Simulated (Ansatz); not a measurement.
# HfC: the cost of one run

Computed with Ansatz 0.2.0 (DFT r2SCAN, scalar-relativistic, plane waves, PAW, unless a step's input says otherwise).

2 further runs of the same task are left out: 2 set aside as unsound or not needed.

**1. The system as given**

It takes space group P6_3mc (No. 186, hexagonal). The conventional cell has a = 3.075 Å, b = 3.075 Å, c = 5.048 Å, α = 90.00°, β = 90.00°, γ = 120.00°. Si (site symmetry 3m) has 4 C at 1.88 to 1.90 Å as nearest neighbours. C (site symmetry 3m) has 4 Si at 1.88 to 1.90 Å as nearest neighbours.

Coordinates:

```cif
data_structure
_symmetry_space_group_name_H-M 'P 1'
_symmetry_Int_Tables_number 1
_cell_length_a 3.0753
_cell_length_b 3.0753
_cell_length_c 5.0483
_cell_angle_alpha 90.000
_cell_angle_beta 90.000
_cell_angle_gamma 120.000
_cell_volume 41.35
loop_
_atom_site_label
_atom_site_type_symbol
_atom_site_fract_x
_atom_site_fract_y
_atom_site_fract_z
_atom_site_occupancy
Si1 Si 0.33333 0.66667 0.49960 1
Si2 Si 0.66667 0.33333 0.99960 1
C1 C 0.33333 0.66667 0.87540 1
C2 C 0.66667 0.33333 0.37540 1
```

It goes back to an entry of the Materials Project.

This cell was relaxed beforehand with the same method: volume 10.34 Å³/atom, gap on the mesh 2.65 eV.

**2. Si → Hf: the starting cell**

HfC starts from the relaxed positions of SiC, with all lengths scaled by 1.211, a guess from tabulated radii.

**3. A first look at the start (HfC)**

input.yaml

```yaml
crystal:
  lattice:
    - [3.7234168979, 0.0, 0.0]
    - [-1.861708449, 3.2245736225, 0.0]
    - [0.0, 0.0, 6.1122794607]
  atoms:
    - { symbol: Hf, position: [0.3333333333, 0.6666666667, 0.4996013827] }
    - { symbol: Hf, position: [0.6666666667, 0.3333333333, 0.9996013827] }
    - { symbol: C, position: [0.3333333333, 0.6666666667, 0.8753986173] }
    - { symbol: C, position: [0.6666666667, 0.3333333333, 0.3753986173] }
basis:
  ecutwfc: 500
kpoints:
  mp_grid: { grid: [6, 6, 4] }
hamiltonian:
  xc: r2scan
scf:
  occupations: { method: gaussian, width: 0.1 }
output:
  forces: true
  stress: true
  eigenvalues: true
```

Launch:

```console
ansatz run input.yaml --threads 1 --pin off --max-ram 2560MiB --backend cpu --events-out ev --progress --plain --runs-dir out
```

What time and memory should one allow on 1 thread of Oxide Virtual Turin-like (Zen 5), shared host?

About 12 s, with a peak of 0.54 GiB.
